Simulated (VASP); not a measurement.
Mg:

```
Mg
1.0
     3.20930    0.00000    0.00000
    -1.60465    2.77934    0.00000
     0.00000    0.00000    5.21030
Mg
2
Direct
  0.66667 0.33333 0.75000
  0.33333 0.66667 0.25000
```

```yaml
Program: VASP 6.6.1
Task: relaxation of cell and atoms
Functional: PBEsol
Dispersion: D3(BJ)
Potentials_or_basis: VASP PAW PBE potentials, release 64 (Mg)
Cutoff: 600 eV
k_mesh: 10 × 10 × 5
Occupations: fermi-dirac, width 0.05 eV
Spin: no spin polarisation
```

At the start: pressure -3.0 GPa; volume 23.24 Å³/atom.

**Question.** Where does the relaxation end?

**Answer.** Over 10 steps the energy falls by 20.5 meV/atom and the volume is 21.40 Å³/atom (-7.9 %); space group P6_3/mmc (No. 194, to 0.05 Å).

The path:
```
step  energy change (eV)  largest force (eV/Å)  pressure (GPa)  volume (Å³)
   1              0.0000                0.0000           -2.96        46.47
   2             -0.0364                0.0000           -0.84        43.64
   3             -0.0393                0.0000            0.02        42.72
   4             -0.0393                0.0000            0.09        42.65
   5             -0.0403                0.0000            0.10        42.67
   6             -0.0400                0.0000            0.11        42.71
   7             -0.0410                0.0000            0.10        42.69
   8             -0.0410                0.0000            0.10        42.69
   9             -0.0410                0.0000            0.10        42.69
  10             -0.0410                0.0000           -0.01        42.80
```

Final structure:
```yaml
crystal:
  lattice:
    - [3.09441, 0.00000, 0.00000]
    - [-1.54720, 2.67983, 0.00000]
    - [0.00000, 0.00000, 5.16135]
  atoms:
    - { symbol: Mg, position: [0.66667, 0.33333, 0.75000] }
    - { symbol: Mg, position: [0.33333, 0.66667, 0.25000] }
```

Caveat: the PAW data sets were made with another functional, which shifts forces and pressure a little; pairwise dispersion overbinds metals, which lowers pressure and volume.
